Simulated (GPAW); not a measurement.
Wanted: an ASE script for a GPAW 26.7.0 run.

```yaml
Task: single point
Functional: PBE
Potentials_or_basis: GPAW PAW data sets (gpaw-data 1.2.1)
Cutoff: 600 eV
Basis: pw
k_mesh: 11 × 11 × 11
Occupations: fermi-dirac, width 0.05 eV
Spin: no spin polarisation
Maxiter: 150
```

In:

```
In
1.0
    -1.62547    1.62547    2.47370
     1.62547   -1.62547    2.47370
     1.62547    1.62547   -2.47370
In
1
Direct
  0.00000 0.00000 0.00000
```

The input as run:

run.py

```python
from ase import Atoms
from ase.dft.bandgap import bandgap
from ase.io import write
from ase.units import GPa
from gpaw import GPAW, PW

atoms = Atoms(['In'],
              cell=[[-1.62547, 1.62547, 2.4737],
                    [1.62547, -1.62547, 2.4737],
                    [1.62547, 1.62547, -2.4737]],
              scaled_positions=[[0.0, 0.0, 0.0]],
              pbc=True)

calc = GPAW(mode=PW(600),
            xc='PBE',
            kpts={'size': (11, 11, 11), 'gamma': True},
            occupations={'name': 'fermi-dirac', 'width': 0.05},
            nbands=14,
            convergence={'density': 1e-05, 'energy': 1e-05},
            maxiter=150,
            txt='gpaw.txt')
atoms.calc = calc
energy = atoms.get_potential_energy()
forces = atoms.get_forces()
stress = atoms.get_stress()
calc.write('gs.gpw')
write('result.traj', atoms)
print(f'Energy: {energy:.6f} eV')
print('Forces (eV/A):')
print(forces.round(4))
print('Stress (GPa):', (stress / GPa).round(3))
print('Fermi level:', round(calc.get_fermi_level(), 4), 'eV')
print(f'Gap: {bandgap(calc)[0]:.4f} eV, direct: {bandgap(calc, direct=True)[0]:.4f} eV')
```

Potentials or basis: GPAW PAW data sets (gpaw-data 1.2.1), pw.

Launch:

```sh
$ OMP_NUM_THREADS=1 python run.py
```

Results of the run:

The pressure is 1.7 GPa and the band gap on the k mesh is none (metal or under the smearing width).

Run time: 7.2 s on 1 thread of AMD EPYC 9R45 96-Core Processor (Zen 5) (shared host), peak memory 0.17 GiB.
